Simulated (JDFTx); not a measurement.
Set up this calculation in JDFTx 1.7.0 (patched build), as the native input.

| Property | Result |
| --- | --- |
| Task | relaxation of cell and atoms |
| Functional | PBE |
| Dispersion | D2 |
| Potentials or basis | PseudoDojo-SR-PBE-0.5-standard |
| Cutoff | 1088 eV |
| Density cutoff | 8708 eV |
| k mesh | 6 × 6 × 6 |
| Occupations | fermi-dirac, width 0.05 eV |
| Spin | no spin polarisation |
| Bands | 22 |
| Density cutoff over wavefunction cutoff | 8 |
| Max SCF steps | 100 |
| SCF threshold on the energy | 1e-09 Ha |
| Solver of the electrons | scf |
| Further solve for the empty bands | no |

Sb:

```
CELL_PARAMETERS angstrom
2.15420 1.24373 3.75800
-2.15420 1.24373 3.75800
0.00000 -2.48746 3.75800
ATOMIC_POSITIONS crystal
Sb 0.76651 0.76651 0.76651
Sb 0.23349 0.23349 0.23349
```

These files were run (other wordings do the same):

Sb.in

```
lattice \
    4.0708480177    -4.0708480177     0.0000000000 \
    2.3503051989     2.3503051989    -4.7006103977 \
    7.1015907763     7.1015907763     7.1015907763
coords-type Lattice
ion Sb     0.7665100000     0.7665100000     0.7665100000 1
ion Sb     0.2334900000     0.2334900000     0.2334900000 1

ion-species pseudo/Sb.upf
elec-cutoff 40 320
elec-ex-corr gga-PBE
van-der-waals
kpoint-folding 6 6 6
elec-smearing Fermi 0.0018374661
elec-n-bands 22
electronic-SCF nIterations 100 energyDiffThreshold 1e-09
electronic-minimize nIterations 30 energyDiffThreshold 1e-7
forces-output-coords Cartesian
lattice-minimize nIterations 40 energyDiffThreshold 1e-6

dump-name run.$VAR
dump End Ecomponents EigStats BandEigs Kpoints Forces Stress
```

Potentials or basis: PseudoDojo-SR-PBE-0.5-standard.

Run with:

```bash
$ jdftx -c 1 -i Sb.in -o Sb.out
```

It gave:

```yaml
Relaxed_volume: 29.99 Å³/atom
Relaxed_cell: a = 4.495 Å, b = 4.495 Å, c = 4.495 Å, α = 57.12°, β = 57.12°, γ = 57.12°
Space_group_after_relaxing_to_0.05_Å: R-3m (No. 166)
Energy_gained_by_relaxing: 0.2 meV/atom
Ionic_steps: 7
Pressure_after_relaxing: 0.1 GPa
Largest_force_after_relaxing: 0.011 eV/Å
Band_gap_on_the_k_mesh: none (metal or under the smearing width)
```

Caveat: pairwise dispersion overbinds metals, which lowers pressure and volume.

Wall time 12 min on 1 thread of Intel(R) Xeon(R) Platinum 8488C (Sapphire Rapids), with other jobs on the host, peak memory 0.24 GiB.
